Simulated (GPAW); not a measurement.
# ZnSe (Stilleite) (F-43m) in GPAW: notebook, part 2 of 2

GPAW 26.7.0. Earlier steps stand in the parts before.

## Step 3: Band structure, MS2, spin-orbit coupling, no magnetisation

Input file run.py:

```python
import numpy as np
from ase import Atoms
from ase.dft.bandgap import bandgap
from ase.io import write
from ase.units import GPa
from gpaw import GPAW, PW
from gpaw.spinorbit import soc_eigenstates

atoms = Atoms(['Se', 'Zn'],
              cell=[[0.0, 2.8338, 2.8338],
                    [2.8338, 0.0, 2.8338],
                    [2.8338, 2.8338, 0.0]],
              scaled_positions=[[0.75, 0.75, 0.75],
                                [0.0, 0.0, 0.0]],
              pbc=True)

calc = GPAW(mode=PW(600),
            xc='MGGA_X_MS2+GGA_C_REGTPSS',
            kpts={'size': (7, 7, 7), 'gamma': True},
            occupations={'name': 'fermi-dirac', 'width': 0.05},
            nbands=18,
            convergence={'density': 1e-05, 'energy': 1e-05},
            maxiter=150,
            txt='gpaw.txt')
atoms.calc = calc
energy = atoms.get_potential_energy()
forces = atoms.get_forces()
stress = atoms.get_stress()
calc.write('gs.gpw')
write('result.traj', atoms)
print(f'Energy: {energy:.6f} eV')
print('Forces (eV/A):')
print(forces.round(4))
print('Stress (GPa):', (stress / GPa).round(3))
print('Fermi level:', round(calc.get_fermi_level(), 4), 'eV')
print(f'Gap: {bandgap(calc)[0]:.4f} eV, direct: {bandgap(calc, direct=True)[0]:.4f} eV')

path = atoms.cell.bandpath('GXWKGLUWLK,UX', npoints=80, eps=1e-4)
bs_calc = calc.fixed_density(kpts=path, symmetry='off', nbands=29,
                             convergence={'bands': 'CBM+6.0', 'eigenstates': 1e-6}, txt='bands.txt')
bs = bs_calc.band_structure()
bs.write('bs.json')
print(f'Gap on the path: {bandgap(bs_calc)[0]:.4f} eV')

soc = soc_eigenstates(bs_calc, theta=0, phi=0, ignore_xc_potential=True)
np.savetxt('soc_bands.dat', soc.eigenvalues(), fmt='%.4f')
mesh = soc_eigenstates('gs.gpw', theta=0, phi=0, ignore_xc_potential=True)
np.savetxt('soc_mesh.dat', mesh.eigenvalues(), fmt='%.4f')
print('Fermi level with spin-orbit coupling:', round(mesh.fermi_level, 4), 'eV')
```

Potentials or basis: GPAW PAW data sets (gpaw-data 1.2.1), pw.

Launch:

```console
$ OMP_NUM_THREADS=1 python run.py
```

gpaw.txt:

```text
__  _  _
 | _ |_)|_||  |
 |__||  | ||/\| - 26.7.0

Input parameters:
  mode=PW(ecut=600.0),
  convergence={'density': 1e-05, 'energy': 1e-05},
  kpts=MonkhorstPack(size=(7, 7, 7), gamma=True),
  maxiter=150,
  nbands=18,
  occupations=Occupations(name='fermi-dirac', width=0.05),
  xc=XC(name='MGGA_X_MS2+GGA_C_REGTPSS')

Diagonalizing LCAO Hamiltonian
Converting LCAO to pw mode

                    Se

       Zn

Atoms  # Å, Bohr magnetons
|   | symbol |        x |        y |        z |    initial magnetic moments |
|---|--------|----------|----------|----------|-----------------------------|
| 0 |     Se | 4.250700 | 4.250700 | 4.250700 | ( 0.0000,  0.0000,  0.0000) |
| 1 |     Zn | 0.000000 | 0.000000 | 0.000000 | ( 0.0000,  0.0000,  0.0000) |

Unit cell  # Å
| periodic |        x |        y |        z |  lengths |    angles |
|----------|----------|----------|----------|----------|-----------|
|      yes | 0.000000 | 2.833800 | 2.833800 | 4.007598 | 60.000000 |
|      yes | 2.833800 | 0.000000 | 2.833800 | 4.007598 | 60.000000 |
|      yes | 2.833800 | 2.833800 | 0.000000 | 4.007598 | 60.000000 |

Number of symmetries: 24
Symmetry operations  # r_c * U_cc + t_c -> r_c
|    | kind |            matrix            |
|----|------|------------------------------|
|  0 |  E   |  1, 0, 0,  0, 1, 0,  0, 0, 1 |
|  1 |  σ   |  1, 0, 0,  0, 0, 1,  0, 1, 0 |
|  2 |  σ   |  1, 0,-1,  0, 1,-1,  0, 0,-1 |
|  3 |  C3  |  1, 0,-1,  0, 0,-1,  0, 1,-1 |
|  4 |  C3  |  1,-1, 0,  0,-1, 1,  0,-1, 0 |
|  5 |  σ   |  1,-1, 0,  0,-1, 0,  0,-1, 1 |
|  6 |  σ   |  0, 1, 0,  1, 0, 0,  0, 0, 1 |
|  7 |  C3  |  0, 1, 0,  0, 0, 1,  1, 0, 0 |
|  8 |  C2  |  0, 1,-1,  1, 0,-1,  0, 0,-1 |
|  9 |  S4  |  0, 1,-1,  0, 0,-1,  1, 0,-1 |
| 10 |  C3  |  0, 0, 1,  1, 0, 0,  0, 1, 0 |
| 11 |  σ   |  0, 0, 1,  0, 1, 0,  1, 0, 0 |
| 12 |  S4  |  0, 0,-1,  1, 0,-1,  0, 1,-1 |
| 13 |  C3  |  0, 0,-1,  0, 1,-1,  1, 0,-1 |
| 14 |  S4  |  0,-1, 1,  1,-1, 0,  0,-1, 0 |
| 15 |  C2  |  0,-1, 1,  0,-1, 0,  1,-1, 0 |
| 16 |  C3  |  0,-1, 0,  1,-1, 0,  0,-1, 1 |
| 17 |  S4  |  0,-1, 0,  0,-1, 1,  1,-1, 0 |
| 18 |  S4  | -1, 1, 0, -1, 0, 1, -1, 0, 0 |
| 19 |  C3  | -1, 1, 0, -1, 0, 0, -1, 0, 1 |
| 20 |  C3  | -1, 0, 1, -1, 1, 0, -1, 0, 0 |
| 21 |  S4  | -1, 0, 1, -1, 0, 0, -1, 1, 0 |
| 22 |  σ   | -1, 0, 0, -1, 1, 0, -1, 0, 1 |
| 23 |  C2  | -1, 0, 0, -1, 0, 1, -1, 1, 0 |

BZ-sampling:
  Number of BZ points: 343
  Number of IBZ points: 20

  Monkhorst-Pack size: [7, 7, 7]
  Monkhorst-Pack shift: [0, 0, 0]

K-points  # in reciprocal-cell coordinates
|     |                                coordinates |     weight |
|-----|--------------------------------------------|------------|
|   0 | (  0.00000000,   0.00000000,   0.00000000) | 0.00291545 |
|   1 | (  0.14285714,   0.14285714,   0.00000000) | 0.01749271 |
|   2 | (  0.14285714,   0.14285714,   0.14285714) | 0.02332362 |
|   3 | (  0.28571429,   0.14285714,   0.14285714) | 0.03498542 |
|   4 | (  0.28571429,   0.28571429,   0.00000000) | 0.01749271 |
|   5 | (  0.28571429,   0.28571429,   0.14285714) | 0.06997085 |
|   6 | (  0.28571429,   0.28571429,   0.28571429) | 0.02332362 |
|   7 | (  0.42857143,  -0.28571429,  -0.28571429) | 0.03498542 |
|   8 | (  0.42857143,   0.28571429,  -0.42857143) | 0.13994169 |
|   9 | (  0.42857143,   0.28571429,  -0.28571429) | 0.06997085 |
| ... |                                            |            |
|  19 | (  0.42857143,   0.42857143,   0.42857143) | 0.02332362 |

Plane wave coefficients: 1532
Cutoff: 600.0 eV

Spin-components: 1 (collinear spins)
Bands:           18
Projectors:      11
Spin-degeneracy: 2
Datatype:        complex128

Parallelization:
  kpt:    1
  domain: 1
  band:   1

Density:
  Valence electrons: 18.0
  Components: 1
  Grid points: [24 24 24]
  Charge: 0.0  # |e|

Potential:
  Grid points: [24 24 24]

species:
  Se:
    name:    Selenium
    Z:       34.0
    valence: 6
    core:    28
    charge:  0.0  # [|e|]
    compensation charges:
      type: gauss
      rc: 0.27  # [Å]
      lmax: 2
    cutoffs:
      filter: 1.77  # [Å]
      core: 2.67  # [Å]
    projectors
    | kind |    occ | energy [eV] | rcut [Å] |
    |------|--------|-------------|----------|
    |   4s |  2.000 |     -17.277 |    0.847 |
    |   4p |  4.000 |      -6.512 |    1.005 |
    |    s |        |       9.935 |    0.847 |
    |    p |        |      20.699 |    1.005 |
    |    d |        |       0.000 |    0.847 |

    Using partial waves for Se as LCAO basis

  Zn:
    name:    Zinc
    Z:       30.0
    valence: 12
    core:    18
    charge:  0.0  # [|e|]
    compensation charges:
      type: gauss
      rc: 0.37  # [Å]
      lmax: 2
    cutoffs:
      filter: 2.14  # [Å]
      core: 2.28  # [Å]
    projectors
    | kind |    occ | energy [eV] | rcut [Å] |
    |------|--------|-------------|----------|
    |   4s |  2.000 |      -5.977 |    1.286 |
    |   4p |  0.000 |      -1.117 |    1.270 |
    |   3d | 10.000 |     -10.142 |    1.180 |
    |    s |        |      21.234 |    1.286 |
    |    p |        |      26.095 |    1.270 |
    |    d |        |      17.070 |    1.180 |

    Using partial waves for Zn as LCAO basis

Reference energy: -114964.858784  # eV

eigensolver:
  PPCG
  Converge bands: occupied
  niter=2

density mixing:
  MSR1-Mixer
  Pratt-step length: 0.05
  Maximum mixing coefficient: 0.75
  Old densities: 10
  SVD Regularization: 0.005
  Good broyden scale: 1.0
  Trust region scale: 1.0
  Backstep threshold: 4.0
  History deletion threshold: 6.0
  Fourier metric: weight=20.0, sigma=0.015

occupation numbers:
  Fermi-Dirac:
    width: 0.0500  # eV

poisson solver:
  ecut: 4800.0  # eV

xc functional:
  name: MGGA_X_MS2+GGA_C_REGTPSS with 2 nearest neighbor stencil

convergence criteria:
- Maximum integral of absolute [dens]ity change: 1e-05 electrons / valence electron
- Maximum [total energy] change in last 3 cyles: 1e-05 eV / valence electron
- Maximum integral of absolute [eigenst]ate change: 4e-08 eV^2 / valence electron
maximum number of iterations: 150

SCF iterations
|iter     | |      energy | eigst |  dens |
|---------|-|-------------|-------|-------|
|iter:   1| |  -12.362936 | +0.01 |       |
|iter:   2| |   -7.297782 | +0.09 | -1.22 |
|iter:   3| |   -7.218219 | -1.92 | -1.29 |
|iter:   4| |   -7.200530 | -2.00 | -1.41 |
|iter:   5| |   -7.224721 | -1.96 | -1.57 |
|iter:   6| |   -7.241604 | -2.53 | -1.78 |
|iter:   7| |   -7.243843 | -3.29 | -2.24 |
|iter:   8| |   -7.243966 | -4.36 | -2.58 |
|iter:   9| |   -7.243965c| -4.48 | -2.77 |
|iter:  10| |   -7.243963c| -6.15 | -3.08 |
|iter:  11| |   -7.243925c| -4.86 | -3.13 |
|iter:  12| |   -7.243926c| -6.62 | -3.94 |
|iter:  13| |   -7.243926c| -7.56c| -4.48 |
|iter:  14| |   -7.243926c| -8.16c| -4.96 |
|iter:  15| |   -7.243926c| -9.55c| -5.39c|

Converged in 15 steps
Energy contributions relative to reference atoms: (reference = -114964.858784)

Energy contributions:
  Kinetic:           4.731568
  Coulomb:          -3.003026
  Zero:             -0.186334
  External:          0.000000
  Xc:               -8.786135
  Entropy:          -0.000000
  Spinorbit:         0.000000
  ----------------------------
  Free energy:      -7.243926
  Extrapolated:     -7.243926

dipole moment: (-7.081204, -7.081204, -7.081204)  # |e|*Ang

Fermi level: 4.487
Eigenvalues  # (at kpt = [0.000, 0.000, 0.000])
| band index |      eig [eV] | occ [0-2] |
|------------|---------------|-----------|
|          0 |        -9.860 |     2.000 |
|          1 |        -2.774 |     2.000 |
|          2 |        -2.774 |     2.000 |
|          3 |        -2.774 |     2.000 |
|          4 |        -2.368 |     2.000 |
|          5 |        -2.368 |     2.000 |
|          6 |         3.629 |     2.000 |
|          7 |         3.629 |     2.000 |
|          8 |         3.630 |     2.000 |
|          9 |         5.284 |     0.000 |
|         10 |         9.721 |     0.000 |
|         11 |         9.721 |     0.000 |
|         12 |         9.721 |     0.000 |
|         13 |        13.791 |     0.000 |
|         14 |        15.448 |     0.000 |
|         15 |        15.448 |     0.000 |
|         16 |        16.960 |     0.000 |
|         17 |        16.960 |     0.000 |

Gap: 1.654 eV
Transition (v -> c):
  (s=0, k=0, n=8, [0.00, 0.00, 0.00]) -> (s=0, k=0, n=9, [0.00, 0.00, 0.00])
No difference between direct/indirect transitions

Forces  # eV/Ang
|        x |        y |        z |
|----------|----------|----------|
| -0.00000 | -0.00000 |  0.00000 |  # Se   0
|  0.00000 |  0.00000 | -0.00000 |  # Zn   1

Stress tensor  # eV/Ang^3
|         x |         y |        z |
|-----------|-----------|----------|
|  0.002919 | -0.000000 | 0.000000 |
| -0.000000 |  0.002919 | 0.000000 |
|  0.000000 |  0.000000 | 0.002919 |

# Writing to gs.gpw (mode='')
```

Wall time 3.2 min (1 thread of Arm Neoverse V1, shared host); peak memory 0.39 GiB.

What came out:

```
Free energy             : -7.2439 eV
Pressure                : -0.5 GPa
Band gap on the k mesh  : 1.53 eV, direct
Band gap along the path : 1.53 eV, direct
```

Levels at the corners of the path, in eV from the valence-band top:
| point | band 16 | band 17 | band 18 | band 19 | band 20 | band 21 |
| --- | --- | --- | --- | --- | --- | --- |
| Γ | 0.00 | 0.00 | 0.00 | 1.53 | 1.53 | 5.86 |
| X | -2.42 | -2.25 | -2.25 | 3.02 | 3.02 | 3.59 |
| W | -2.83 | -2.80 | -2.78 | 5.46 | 5.49 | 5.73 |
| K | -3.18 | -1.93 | -1.93 | 3.68 | 3.68 | 5.67 |
| Γ | 0.00 | 0.00 | 0.00 | 1.53 | 1.53 | 5.86 |
| L | -1.12 | -0.89 | -0.89 | 2.74 | 2.74 | 6.50 |
| U | -3.18 | -1.93 | -1.93 | 3.68 | 3.68 | 5.67 |
| W | -2.83 | -2.80 | -2.78 | 5.46 | 5.49 | 5.73 |
| L | -1.12 | -0.89 | -0.89 | 2.74 | 2.74 | 6.50 |
| K | -3.18 | -1.93 | -1.93 | 3.68 | 3.68 | 5.67 |
| U | -3.18 | -1.93 | -1.93 | 3.68 | 3.68 | 5.67 |
| X | -2.42 | -2.25 | -2.25 | 3.02 | 3.02 | 3.59 |

Caveat: spin-orbit coupling was added after a scalar SCF, so levels and gaps hold it while energy, forces, pressure and moments don't; this program's spin-orbit splittings come out too wide for heavy elements; the PAW data sets were made with another functional, which shifts forces and pressure a little.

## Step 4: Equation of state, PBEsol

Input file run.py:

```python
from ase.eos import EquationOfState
from ase.io import Trajectory, read
from ase.units import GPa
from gpaw import GPAW, PW, setup_paths

setup_paths.insert(0, '.')

atoms = read('ZnSe.cif')

traj = Trajectory('eos.traj', 'w')
volumes, energies = [], []
for x in [0.94, 0.96, 0.98, 1.0, 1.02, 1.04, 1.06]:
    a = atoms.copy()
    a.set_cell(atoms.cell * x**(1 / 3), scale_atoms=True)
    calc = GPAW(mode=PW(600),
                xc='PBEsol',
                kpts={'size': (7, 7, 7), 'gamma': True},
                occupations={'name': 'fermi-dirac', 'width': 0.05},
                nbands=18,
                convergence={'density': 1e-05, 'energy': 1e-05},
                maxiter=150,
                txt=f'eos-{x:.2f}.txt')
    a.calc = calc
    energies.append(a.get_potential_energy(force_consistent=True))
    volumes.append(a.get_volume())
    p = -a.get_stress()[:3].mean() / GPa
    calc.write(f'eos-{x:.2f}.gpw')
    traj.write(a)
    print(f'{x:.2f} {volumes[-1]:10.4f} A^3 {energies[-1]:14.6f} eV {p:9.3f} GPa', flush=True)

v0, e0, B = EquationOfState(volumes, energies, eos='birchmurnaghan').fit()
print(f'V0 = {v0:.4f} A^3, E0 = {e0:.6f} eV, B0 = {B / GPa:.2f} GPa')
```

Input file ZnSe.cif:

```cif
data_ZnSe
_cell_length_a 4.00759839
_cell_length_b 4.00759839
_cell_length_c 4.00759839
_cell_angle_alpha 60.00000000
_cell_angle_beta 60.00000000
_cell_angle_gamma 60.00000000
_space_group_name_H-M_alt 'P1'
_space_group_name_Hall 'P 1'
_space_group_IT_number 1
loop_
_space_group_symop_operation_xyz
'x,y,z'
loop_
_atom_site_label
_atom_site_type_symbol
_atom_site_symmetry_multiplicity
_atom_site_Wyckoff_symbol
_atom_site_fract_x
_atom_site_fract_y
_atom_site_fract_z
_atom_site_occupancy
Se1 Se 1 a 0.7500000000 0.7500000000 0.7500000000 1
Zn1 Zn 1 a 0.0000000000 0.0000000000 0.0000000000 1
```

Potentials or basis: PAW data sets generated in the run's folder for this functional, pw.

Launch:

```console
$ gpaw-setup -f PBEsol Se Zn
$ OMP_NUM_THREADS=1 python run.py
```

Wall time 93 s (1 thread of Arm Neoverse V1, shared host); peak memory 0.23 GiB.

The run converged. Its results:

| Quantity | Value |
| --- | --- |
| Equilibrium volume | 22.35 Å³/atom |
| Bulk modulus | 65 GPa |
| Pressure derivative of the bulk modulus | 4.5 |

Energy against volume, from the lowest point:
| volume (Å³/atom) | energy (meV/atom) |
| --- | --- |
| 21.391 | 9.12 |
| 21.846 | 2.41 |
| 22.301 | 0.00 |
| 22.757 | 1.43 |
| 23.212 | 6.29 |
| 23.667 | 14.20 |
| 24.122 | 24.87 |

## Step 5: Against experiment

Step 3. Against the measured gap of ZnSe, 2.695 eV (an exciton energy, a little under the gap; 300 K; “Alloy Disordering Effects on the Thermal Conductivity and Energy Gap Temperature Dependence of Cd1−xZnxSe Ternary Crystals Grown by the Bridgman Method”, 2023, pmc:10253836), the calculated 1.53 eV is off by -1.17 eV. The value is that of MS2, without temperature or zero-point motion.
